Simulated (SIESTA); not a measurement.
Input of a SIESTA 5.4.2 run:

The input run.py:

```python
from ase.io import read
from ase.calculators.siesta import Siesta
from ase.units import Ry, GPa

atoms = read("ZnSe.xyz")

fdf = {
    'SCFMustConverge': False,
    'XC.Mix': ['2', 'GGA LIBXC-00-GGA_X_PW86 1.0 0.0', 'GGA LIBXC-00-GGA_C_PBE 0.0 1.0'],
    'PAO.SplitNorm': '0.3',
    'DM.InitSpin': ['  1   0.501    54.74    45.00', '  2   0.000     0.00     0.00'],
    'WriteOrbMom': 'true',
    'OccupationFunction': 'MP',
    'ElectronicTemperature': '0.025 eV',
    'MaxSCFIterations': '200',
    'SCF.Mixer.Method': 'Pulay',
    'SCF.Mixer.Weight': '0.1',
    'SCF.Mixer.History': '10',
    'SCF.DM.Tolerance': '5.0e-05',
    'SCF.H.Tolerance': '1.0e-03 eV',
    'WriteForces': 'true',
    'Charge.Mulliken': 'end',
    'Charge.Hirshfeld': 'end',
    'Charge.Voronoi': 'end',
    'Charge.Mulliken.Format': '2',
    'SaveRho': 'true',
    'SaveElectrostaticPotential': 'true',
}
calc = Siesta(
    label="ZnSe",
    command="siesta < PREFIX.fdf > PREFIX.out",
    pseudo_path="pseudos",
    pseudo_qualifier="",
    xc=('GGA', 'PBE'),
    basis_set="TZDP",
    mesh_cutoff=800 * Ry,
    energy_shift=0.002 * Ry,
    kpts=[6, 6, 6],
    spin="spin-orbit",
    fdf_arguments=fdf,
)
atoms.calc = calc

print(f"energy = {atoms.get_potential_energy():.6f} eV")
free = atoms.get_potential_energy(force_consistent=True)
print(f"free energy = {free:.6f} eV")
print("forces (eV/A):")
print(atoms.get_forces(apply_constraint=False).round(6))
print("stress (GPa, Voigt order, tension positive):", (atoms.get_stress() / GPa).round(4))
```

File ZnSe.xyz:

```xyz
2
Lattice="0.0000000000 2.8338000000 2.8338000000 2.8338000000 0.0000000000 2.8338000000 2.8338000000 2.8338000000 0.0000000000" Properties=species:S:1:pos:R:3 pbc="T T T"
Se     4.2507000000      4.2507000000      4.2507000000
Zn     0.0000000000      0.0000000000      0.0000000000
```

Potentials or basis: PseudoDojo 0.4 standard (PBE files, fully relativistic), TZDP (energy shift 0.002 Ry).

The run is started by

```sh
$ python run.py
```

Task: What does it give for the Hirshfeld charges?

Result: Se -0.52; Zn +0.52 e.

Task: What does it give for the Voronoi charges?

Result: Se -0.49; Zn +0.49 e.

Task: What does it give for the band gap on the k mesh?

Result: 1.23 eV, direct.

Moments on the atoms (μB; x, y, z):
```
Se  0.00 0.00 0.00
Zn  0.00 0.00 0.00
```

Caveat: semicore shells carry a single zeta, which can move pressures by several GPa and volumes by a few percent; the valence orbitals were made in a potential fitted to the semicore shell under them, which widens gaps by tenths of an eV or more; the potentials were made for another functional, which shifts forces and pressure; the basis of atomic orbitals isn't converged, which shifts pressures, moduli and gaps. A k mesh can miss the band edges.
